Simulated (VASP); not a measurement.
# Na3Cl2 (Cmmm) in VASP: a series of runs

The runs below take Na3Cl2 through single point, with PBE, PBEsol.

Program: VASP 6.6.1. These are calculated values, not measurements. Logs are shortened: lines on timing, memory, paths and dates and some standing lists are left out, and cuts for length are marked.

## (1) Starting point

It takes space group Cmmm (No. 65, orthorhombic). The conventional cell has a = 3.520 Å, b = 20.341 Å, c = 3.528 Å, α = 90.00°, β = 90.00°, γ = 90.00°. Na (site symmetry mmm) is surrounded by 8 Cl at 3.05 Å and 2 Na at 3.44 Å. Na (site symmetry m2m) is surrounded by 4 Cl at 3.00 Å and 1 Na at 3.44 Å. Cl (site symmetry m2m) has 8 Na at 3.00 to 3.05 Å as nearest neighbours.

The cell comes from a database or a generator and needn't be the stable form of this composition.

## (2) Single point, PBE

INCAR

```
SYSTEM = Na3Cl2
PREC = Accurate ; ENCUT = 520
EDIFF = 1E-6 ; ISMEAR = 0
SIGMA = 0.1 ; LREAL = .FALSE.
LASPH = .TRUE. ; NELM = 80
ALGO = Normal ; ISIF = 2
LWAVE = .FALSE. ; LCHARG = .FALSE.
GGA = PE ; NBANDS = 26
```

KPOINTS

```
regular mesh
0
G
  4 4 4
  0 0 0
```

POSCAR

```
Na3Cl2
1.0
    1.7599510000    -10.1702560000      0.0000000000
    1.7599510000     10.1702560000      0.0000000000
    0.0000000000      0.0000000000      3.5276360000
Na Cl
3 2
Direct
    0.5000000000      0.5000000000      0.0000000000
    0.3310110000      0.6689890000      0.0000000000
    0.6689890000      0.3310110000      0.0000000000
    0.9134020000      0.0865980000      0.5000000000
    0.0865980000      0.9134020000      0.5000000000
```

Potentials or basis: VASP PAW PBE potentials, release 64 (Na_pv, Cl).

The run is started by

```sh
> cat potpaw_PBE.64/Na_pv/POTCAR potpaw_PBE.64/Cl/POTCAR > POTCAR
> mpirun -np 1 vasp_std > vasp.out
```

OUTCAR:

```text
SYSTEM = Na3Cl2
   PREC = Accurate
   ENCUT = 520
   EDIFF = 1E-6
   ISMEAR = 0
   LREAL = .FALSE.
   LASPH = .TRUE.
   NELM = 80
   ISIF = 2
   GGA = PE

 ion  position               nearest neighbor table
   1  0.500  0.500  0.000-
   2  0.331  0.669  0.000-
   3  0.669  0.331  0.000-
   4  0.913  0.087  0.500-
   5  0.087  0.913  0.500-

  LATTYP: Found a base centered orthorhombic cell.
 ALAT       =     3.5199020000
 B/A-ratio  =     5.7787154301
 C/A-ratio  =     1.0021972203

  Lattice vectors:

 A1 = (   1.7599510000, -10.1702560000,   0.0000000000)
 A2 = (   1.7599510000,  10.1702560000,   0.0000000000)
 A3 = (   0.0000000000,   0.0000000000,   3.5276360000)

Analysis of symmetry for initial positions (statically):
=====================================================================
 Subroutine PRICEL returns:
 Original cell was already a primitive cell.

 Routine SETGRP: Setting up the symmetry group for a
 base centered orthorhombic supercell.

 Subroutine GETGRP returns: Found  8 space group operations
 (whereof  8 operations were pure point group operations)
 out of a pool of  8 trial point group operations.

The static configuration has the point symmetry D_2h.

Analysis of symmetry for dynamics (positions and initial velocities):
=====================================================================
 Subroutine PRICEL returns:
 Original cell was already a primitive cell.

 Routine SETGRP: Setting up the symmetry group for a
 base centered orthorhombic supercell.

 Subroutine GETGRP returns: Found  8 space group operations
 (whereof  8 operations were pure point group operations)
 out of a pool of  8 trial point group operations.

The dynamic configuration has the point symmetry D_2h.

 Subroutine INISYM returns: Found  8 space group operations
 (whereof  8 operations are pure point group operations),
 and found     1 'primitive' translations

----------------------------------------------------------------------------------------

                                     Primitive cell

  volume of cell :     126.2834

  direct lattice vectors                    reciprocal lattice vectors
     1.759951000-10.170256000  0.000000000     0.284098819 -0.049162971  0.000000000
     1.759951000 10.170256000  0.000000000     0.284098819  0.049162971  0.000000000
     0.000000000  0.000000000  3.527636000     0.000000000  0.000000000  0.283475960

  length of vectors
    10.321411465 10.321411465  3.527636000     0.288321238  0.288321238  0.283475960

  position of ions in fractional coordinates (direct lattice)
     0.500000000  0.500000000  0.000000000
     0.331011000  0.668989000  0.000000000
     0.668989000  0.331011000  0.000000000
     0.913402000  0.086598000  0.500000000
     0.086598000  0.913402000  0.500000000

  ion indices of the primitive-cell ions
   primitive index   ion index
                 1           1
                 2           2
                 3           3
                 4           4
                 5           5

----------------------------------------------------------------------------------------

 KPOINTS: regular mesh

Automatic generation of k-mesh.
 Grid dimensions read from file:
 generate k-points for:    4    4    4

 Generating k-lattice:

  Cartesian coordinates                     Fractional coordinates (reciprocal lattice)
     0.071024705 -0.012290743  0.000000000     0.250000000  0.000000000  0.000000000
     0.071024705  0.012290743  0.000000000     0.000000000  0.250000000  0.000000000
     0.000000000  0.000000000  0.070868990     0.000000000  0.000000000  0.250000000

  Length of vectors
     0.072080310  0.072080310  0.070868990

  Shift w.r.t. Gamma in fractional coordinates (k-lattice)
     0.000000000  0.000000000  0.000000000

 Subroutine IBZKPT returns following result:
 ===========================================

 Found     21 irreducible k-points:

 Following reciprocal coordinates:
            Coordinates               Weight
  0.000000  0.000000  0.000000      1.000000
  0.250000  0.000000  0.000000      4.000000
  0.500000  0.000000  0.000000      2.000000
  0.250000  0.250000  0.000000      2.000000
  0.500000  0.250000  0.000000      4.000000
 -0.250000  0.250000  0.000000      2.000000
[... 13 lines left out ...]
 -0.250000  0.250000  0.500000      2.000000
  0.500000  0.500000  0.500000      1.000000
   k-points           NKPTS =     21   k-points in BZ     NKDIM =     21   number of bands    NBANDS=     26
   number of dos      NEDOS =    301   number of ions     NIONS =      5
   total plane-waves  NPLWV = 179200
   dimension x,y,z NGX =    80 NGY =   80 NGZ =   28
   dimension x,y,z NGXF=   160 NGYF=  160 NGZF=   56
   ions per type =               3   2
   NGX,Y,Z   is equivalent  to a cutoff of  12.89, 12.89, 13.20 a.u.
   NGXF,Y,Z  is equivalent  to a cutoff of  25.77, 25.77, 26.39 a.u.
 SYSTEM =  Na3Cl2
   PREC   = accura    normal or accurate (medium, high low for compatibility)
   ISTART =      0    job   : 0-new  1-cont  2-samecut
   ICHARG =      2    charge: 1-file 2-atom 10-const
   ISPIN  =      1    spin polarized calculation?
   LNONCOLLINEAR =      F non collinear calculations
   LSORBIT =      F    spin-orbit coupling
   LASPH  =      T    aspherical Exc in radial PAW
   ENCUT  =  520.0 eV  38.22 Ry    6.18 a.u.  19.19 19.19  6.56*2*pi/ulx,y,z
   NELM   =     80;   NELMIN=  2; NELMDL= -5     # of ELM steps
   EDIFF  = 0.1E-05   stopping-criterion for ELM
   LREAL  =      F    real-space projection
[... 7 lines left out ...]
   TEBEG  =    0.0;   TEEND  =   0.0 temperature during run
   PSTRESS=    0.0 pullay stress
   NELECT =      35.0000    total number of electrons
   NUPDOWN=      -1.0000    fix difference up-down
   EMIN   =  10.00;   EMAX   =-10.00  energy-range for DOS
   EFERMI =   0.00;   METHOD = LEGACY
   ISMEAR =     0;   SIGMA  =   0.10  broadening in eV -4-tet -1-fermi 0-gaus
   EFERMI_NEDOS =   21; number of points for ismear=-14 and -15
   IALGO  =     38    algorithm
   IMIX   =      4    mixing-type and parameters
     AMIX     =   0.40;   BMIX     =  1.00
     AMIX_MAG =   1.60;   BMIX_MAG =  1.00
  volume/ion in A,a.u.               =      25.26       170.44
  Fermi-wavevector in a.u.,A,eV,Ry     =   1.067371  2.017039 15.500860  1.139281
  Thomas-Fermi vector in A             =   2.202985
   LORBIT       =      0    0 simple, 1 ext, 2 COOP (PROOUT), +10 PAW based schemes
   GGA     = PE    functional components
   LHFCALC =     F    Hartree Fock is set to
   AEXX    =    0.0000 exact exchange contribution
   IVDW    =     0    specifies the selected vdW correction
   LEPSILON=     F    determine dielectric tensor
   LRPA    =     F    only Hartree local field effects (RPA)
 non-spin polarized calculation
 Gauss-broadening in eV      SIGMA  =   0.10
  energy-cutoff  :      520.00
  volume of cell :      126.28
 maximum number of plane-waves:      3434
 NGX is ok and might be reduce to    80
   NGX = 39   NGY = 39   NGZ = 13

 number of electron      34.9999976 magnetization

 Free energy of the ion-electron system (eV)
  ---------------------------------------------------
  ext. energy  EPLUGINS =         0.00000000
  ---------------------------------------------------
  free energy    TOTEN  =       -14.04653728 eV

  energy without entropy =      -14.03694238  energy(sigma->0) =      -14.04173983

 E-fermi :   2.5733     XC(G=0):  -7.7458

 val. band max:        2.5585292753   @ k =   0.5000   0.2500   0.2500
 cond. band min:       3.2409676288   @ k =   0.5000   0.5000   0.0000
 fundamental gap:      0.6824383535
 Fermi energy:         2.5732931736

 k-point     1 :       0.0000    0.0000    0.0000
  band No.  band energies     occupation
      1     -23.0044      2.00000
      2     -22.9790      2.00000
      3     -22.9786      2.00000
      4     -22.5703      2.00000
      5     -22.5574      2.00000
      6     -22.5558      2.00000
[... 18 lines left out ...]
     25       9.7823      0.00000
     26      11.0962      0.00000

 k-point     2 :       0.2500    0.0000    0.0000
  band No.  band energies     occupation
      1     -23.0015      2.00000
      2     -22.9970      2.00000
      3     -22.9770      2.00000
      4     -22.5757      2.00000
      5     -22.5736      2.00000
      6     -22.5652      2.00000
[... 18 lines left out ...]
     25       9.1992      0.00000
     26      10.2465      0.00000

 k-point     3 :       0.5000    0.0000    0.0000
  band No.  band energies     occupation
      1     -23.0148      2.00000
      2     -22.9986      2.00000
      3     -22.9754      2.00000
      4     -22.5924      2.00000
      5     -22.5924      2.00000
      6     -22.5579      2.00000
[... 18 lines left out ...]
     25       9.9541      0.00000
     26      10.0923      0.00000

 k-point     4 :       0.2500    0.2500    0.0000
  band No.  band energies     occupation
      1     -23.0148      2.00000
      2     -22.9986      2.00000
      3     -22.9754      2.00000
      4     -22.5924      2.00000
      5     -22.5924      2.00000
      6     -22.5579      2.00000
[... 18 lines left out ...]
     25       9.9583      0.00000
     26      10.0242      0.00000
[... 409 lines left out ...]
      1     -23.0105      2.00000
      2     -22.9966      2.00000
      3     -22.9922      2.00000
      4     -22.5872      2.00000
      5     -22.5857      2.00000
      6     -22.5711      2.00000
[... 18 lines left out ...]
     25       8.6888      0.00000
     26       9.8805      0.00000

 k-point    20 :      -0.2500    0.2500    0.5000
  band No.  band energies     occupation
      1     -23.0137      2.00000
      2     -22.9987      2.00000
      3     -22.9759      2.00000
      4     -22.5904      2.00000
      5     -22.5883      2.00000
      6     -22.5649      2.00000
[... 18 lines left out ...]
     25       9.1505      0.00000
     26       9.9649      0.00000

 k-point    21 :       0.5000    0.5000    0.5000
  band No.  band energies     occupation
      1     -23.0137      2.00000
      2     -22.9987      2.00000
      3     -22.9759      2.00000
      4     -22.5904      2.00000
      5     -22.5883      2.00000
      6     -22.5646      2.00000
[... 18 lines left out ...]
     25       9.0568      0.00000
     26       9.9795      0.00000

------------------------ aborting loop because EDIFF is reached ----------------------------------------

  FORCE on cell =-STRESS in cart. coord.  units (eV):
  Direction    XX          YY          ZZ          XY          YZ          ZX
  --------------------------------------------------------------------------------------
  -------------------------------------------------------------------------------------
  Total        0.1332413      0.1084153     -0.1119747     -0.0000000      0.0000000      0.0000000
  in kB        1.6904529      1.3754827     -1.4206413     -0.0000000      0.0000000      0.0000000
  external PRESSURE =       0.5484314 kB  Pullay stress =       0.0000000 kB

 VOLUME and BASIS-vectors are now :
 -----------------------------------------------------------------------------
  energy-cutoff  :      520.00
  volume of cell :      126.28
      direct lattice vectors                 reciprocal lattice vectors
     1.759951000-10.170256000  0.000000000     0.284098819 -0.049162971  0.000000000
     1.759951000 10.170256000  0.000000000     0.284098819  0.049162971  0.000000000
     0.000000000  0.000000000  3.527636000     0.000000000  0.000000000  0.283475960

 POSITION                                       TOTAL-FORCE (eV/Angst)
 -----------------------------------------------------------------------------------
      1.75995      0.00000      0.00000         0.000000      0.000000     -0.000000
      1.75995      3.43732      0.00000        -0.000000     -0.004864     -0.000000
      1.75995     -3.43732      0.00000        -0.000000      0.004864     -0.000000
      1.75995     -8.40881      1.76382        -0.000000     -0.013712     -0.000000
      1.75995      8.40881      1.76382        -0.000000      0.013712      0.000000
 -----------------------------------------------------------------------------------
    total drift:                               -0.000000     -0.000000     -0.000000

  FREE ENERGIE OF THE ION-ELECTRON SYSTEM (eV)
  ---------------------------------------------------
  free  energy   TOTEN  =       -14.0465372812 eV

  energy  without entropy=      -14.0369423844  energy(sigma->0) =      -14.04173983
```

Run time: 76 s. Hardware: 1 thread of Intel Xeon 6975P-C (Granite Rapids), shared host; peak memory 0.4 GiB.

What came out:

| Item | Value |
| --- | --- |
| Free energy | -14.0465 eV |
| Pressure | 0.1 GPa |
| Largest force | 0.014 eV/Å |
| Band gap on the k mesh | none (metal or under the smearing width) |

Forces on the atoms (eV/Å):
```
Na   0.000  0.000  0.000
Na   0.000 -0.005  0.000
Na   0.000  0.005  0.000
Cl   0.000 -0.014  0.000
Cl   0.000  0.014  0.000
```

Levels at points of the mesh, in eV from the Fermi level:
```
           k point  band 14  band 15  band 16  band 17  band 18  band 19  band 20  band 21
(0.00, 0.00, 0.00)    -3.89    -3.87    -3.78    -3.76    -1.62     1.66     1.82     4.24
(0.50, 0.00, 0.00)    -5.25    -4.30    -3.66    -3.53     1.19     1.19     2.96     3.69
(0.50, 0.50, 0.00)    -3.89    -3.87    -3.78    -3.76    -1.31     0.67     3.07     3.53
(0.00, 0.00, 0.50)    -5.26    -4.29    -3.64    -3.52     0.88     1.33     3.37     3.91
(0.50, 0.00, 0.50)    -5.36    -5.36    -4.86    -3.98     2.36     3.03     3.63     3.64
(0.50, 0.50, 0.50)    -5.25    -4.32    -3.64    -3.52     1.02     1.53     2.57     3.54
```

Caveat: the k mesh is coarse (spacing up to 0.45 Å⁻¹), so the values aren't converged; an odd number of electrons without spin polarisation forces a metal; a magnetic or distorted state may lie lower.

## (3) Single point, PBEsol

This run uses another cell than the first one, of 26.15 Å³/atom, 1.035 times its volume.

INCAR

```
SYSTEM = Na3Cl2
PREC = Accurate
ENCUT = 520
EDIFF = 1E-6
ISMEAR = -5
SIGMA = 0.1
LREAL = .FALSE.
LASPH = .TRUE.
NELM = 100
ALGO = Fast
ISIF = 2
LWAVE = .FALSE.
LCHARG = .FALSE.
GGA = PS
NBANDS = 26
```

KPOINTS is that of step 2.

POSCAR: that of step 2 with these lines changed.

```diff
@@ -2,5 +2,5 @@
 1.0
-    1.7599510000    -10.1702560000      0.0000000000
-    1.7599510000     10.1702560000      0.0000000000
-    0.0000000000      0.0000000000      3.5276360000
+    1.3946989840     -9.5209992847     -0.5319440927
+    2.0797481052      9.6395462402      0.3734125931
+   -0.1588798282      0.1570151645      3.9474842268
 Na Cl
```

Potentials or basis: VASP PAW PBE potentials, release 64 (Na_pv, Cl).

The run is started by

```sh
> cat potpaw_PBE.64/Na_pv/POTCAR potpaw_PBE.64/Cl/POTCAR > POTCAR
> mpirun -np 1 vasp_std > vasp.out
```

Wall time 3.2 min (1 thread of Intel Xeon 6975P-C (Granite Rapids), shared host); peak memory 0.44 GiB.

Results (log left out):

* Free energy: -14.2915 eV
* Pressure: -0.8 GPa
* Largest force: 0.169 eV/Å
* Band gap on the k mesh: none (metal or under the smearing width)

Forces on the atoms (eV/Å):
```
Na   0.000  0.000  0.000
Na  -0.012 -0.013 -0.044
Na   0.012  0.013  0.044
Cl   0.050  0.139  0.082
Cl  -0.050 -0.139 -0.082
```

Stress tensor (GPa, compression positive):
```
 0.26 -0.24  0.07
-0.24  2.43 -0.10
 0.07 -0.10 -4.97
```

Levels at points of the mesh, in eV from the Fermi level:
```csv
k point,band 14,band 15,band 16,band 17,band 18,band 19,band 20,band 21,band 22,band 23
"(0.00, 0.00, 0.00)",-4.67,-4.59,-3.94,-3.79,-1.84,0.84,1.23,4.16,4.65,5.49
"(0.50, 0.00, 0.00)",-5.41,-4.59,-4.35,-4.20,1.01,1.20,2.89,2.97,4.09,4.97
"(0.00, 0.50, 0.00)",-5.43,-4.59,-4.35,-4.19,1.03,1.10,3.04,3.07,4.11,4.49
"(0.50, 0.50, 0.00)",-4.72,-4.67,-3.94,-3.79,-1.41,-0.02,2.12,3.46,4.73,5.54
"(0.00, 0.00, 0.50)",-5.68,-4.40,-3.87,-3.71,-0.02,0.86,2.73,3.35,4.30,4.33
"(0.50, 0.00, 0.50)",-5.68,-5.39,-5.23,-4.07,1.63,2.13,2.81,2.82,3.55,4.04
"(0.00, 0.50, 0.50)",-5.68,-5.39,-5.23,-4.06,1.57,2.33,2.70,2.84,3.32,4.06
"(0.50, 0.50, 0.50)",-5.65,-4.46,-3.87,-3.71,0.13,1.12,2.10,3.26,3.77,5.29
```

Caveat: the k mesh is coarse (spacing up to 0.47 Å⁻¹), so the values aren't converged; the PAW data sets were made with another functional, which shifts forces and pressure a little; an odd number of electrons without spin polarisation forces a metal; a magnetic or distorted state may lie lower; tetrahedron occupations give inexact forces and stress in metals.

## (4) Single point, PBE

INCAR

```
SYSTEM = Na3Cl2
PREC = Accurate
ENCUT = 520
EDIFF = 1E-6
ISMEAR = 0
SIGMA = 0.1
LREAL = .False.
LASPH = .True.
NELM = 100
ALGO = Normal
ISIF = 2
LWAVE = .False.
LCHARG = .False.
GGA = PE
NBANDS = 26
```

KPOINTS

```
Automatic mesh
0
Gamma
  1 1 1
  0.5 0.5 0.5
```

POSCAR: that of step 3 with these lines changed.

```diff
@@ -2,5 +2,5 @@
 1.0
-    1.3946989840     -9.5209992847     -0.5319440927
-    2.0797481052      9.6395462402      0.3734125931
-   -0.1588798282      0.1570151645      3.9474842268
+    1.7599510000    -10.1702560000      0.0000000000
+    1.7599510000     10.1702560000      0.0000000000
+    0.0000000000      0.0000000000      3.5276360000
 Na Cl
```

The run is started by

```sh
> cat potpaw_PBE.64/Na_pv/POTCAR potpaw_PBE.64/Cl/POTCAR > POTCAR
> mpirun -np 1 vasp_std > vasp.out
```

It took 13 s on 1 thread of Intel Xeon 6975P-C (Granite Rapids), shared host; peak memory 0.36 GiB.

Results (log left out):

* Free energy: -12.3866 eV
* Pressure: 2.9 GPa
* Largest force: 0.113 eV/Å
* Band gap on the k mesh: none (metal or under the smearing width)

Forces on the atoms (eV/Å):
```
Na   0.000  0.000  0.000
Na   0.000 -0.072  0.000
Na   0.000  0.072  0.000
Cl   0.000  0.113  0.000
Cl   0.000 -0.113  0.000
```

Stress tensor (GPa, compression positive):
```
 6.29  0.00  0.00
 0.00 -0.98  0.00
 0.00  0.00  3.32
```

Levels at points of the mesh, in eV from the Fermi level:
```tsv
k point	band 15	band 16	band 17	band 18	band 19	band 20	band 21	band 22
(0.50, 0.50, 0.50)	-5.33	-4.54	-4.42	0.00	1.09	1.55	2.65	3.91
```

Caveat: the k mesh is coarse (spacing up to 1.81 Å⁻¹), so the values aren't converged; an odd number of electrons without spin polarisation forces a metal; a magnetic or distorted state may lie lower.

## (5) Overview

```csv
level,cell,k mesh,smearing,gap on the mesh (eV),pressure (GPa),largest force (eV/Å)
PBE,"Cmmm, 25.26 Å³/atom",4 × 4 × 4,gaussian 0.1 eV,none,0.1,0.01
PBEsol,"P-1, 26.15 Å³/atom",4 × 4 × 4,tetrahedron,none,-0.8,0.17
PBE,"Cmmm, 25.26 Å³/atom","1 × 1 × 1, shifted",gaussian 0.1 eV,none,2.9,0.11
```

Alike in all rows: task single point; potentials or basis VASP PAW PBE potentials, release 64 (Na_pv, Cl); no spin polarisation; cutoff (eV) 520; the mesh is coarse, so values aren't converged.

Caveats: all runs use coarse meshes; an odd number of electrons without spin polarisation forces a metal; a magnetic or distorted state may lie lower; the PAW data sets were made with another functional, which shifts forces and pressure a little (some runs); tetrahedron occupations give inexact forces and stress in metals (some runs).

Absolute energies hang on the potentials; compare differences alone.
